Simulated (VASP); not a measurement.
Wanted: the native input for a VASP 6.6.1 run.

- Task: single point
- Functional: PBE
- Potentials or basis: VASP PAW PBE potentials, release 64 (Ti_sv)
- Cutoff: 520 eV
- k mesh: 7 × 7 × 9
- Occupations: fermi-dirac, width 0.05 eV
- Spin: no spin polarisation
- Further INCAR settings: ALGO = Normal; EDIFF = 1e-07; NBANDS = 25

The structure of Ti lies in POSCAR:

```
Ti
1.0
    4.5673748306      0.0000000000      0.0000000000
   -2.2836874153      3.9554626319      0.0000000000
    0.0000000000      0.0000000000      2.8262442700
Ti
3
Direct
    0.6666666667      0.3333333333      0.5000000000
    0.3333333333      0.6666666667      0.5000000000
    0.0000000000      0.0000000000      0.0000000000
```

This isn't the form of Ti at room conditions, which is hcp.

These files were run (other wordings do the same):

INCAR

```
ALGO     = Normal         # electronic algorithm
EDIFF    = 1E-7           # SCF threshold, eV
ENCUT    = 520            # plane-wave cutoff, eV
GGA      = PE             # functional
ISIF     = 2              # what is computed and relaxed
ISMEAR   = -1             # smearing method
LASPH    = True           # aspherical terms in the spheres
LCHARG   = False          # write CHGCAR
LREAL    = False          # projectors in reciprocal space
LWAVE    = False          # write WAVECAR
NBANDS   = 25             # bands
NELM     = 60             # most SCF steps
PREC     = Accurate       # precision mode
SIGMA    = 0.05           # smearing width, eV
```

KPOINTS

```
k-points
0
Gamma
  7 7 9
```

Potentials or basis: VASP PAW PBE potentials, release 64 (Ti_sv).

The run is started by

```sh
$ cat potpaw_PBE.64/Ti_sv/POTCAR > POTCAR
$ mpirun -np 1 vasp_std > vasp.out
```

It gave:

* Pressure: 0.6 GPa
* Band gap on the k mesh: none (metal or under the smearing width)

Wall time 49 s on 1 thread of Intel(R) Xeon(R) Platinum 8559C (Emerald Rapids) (shared host), peak memory 0.18 GiB.
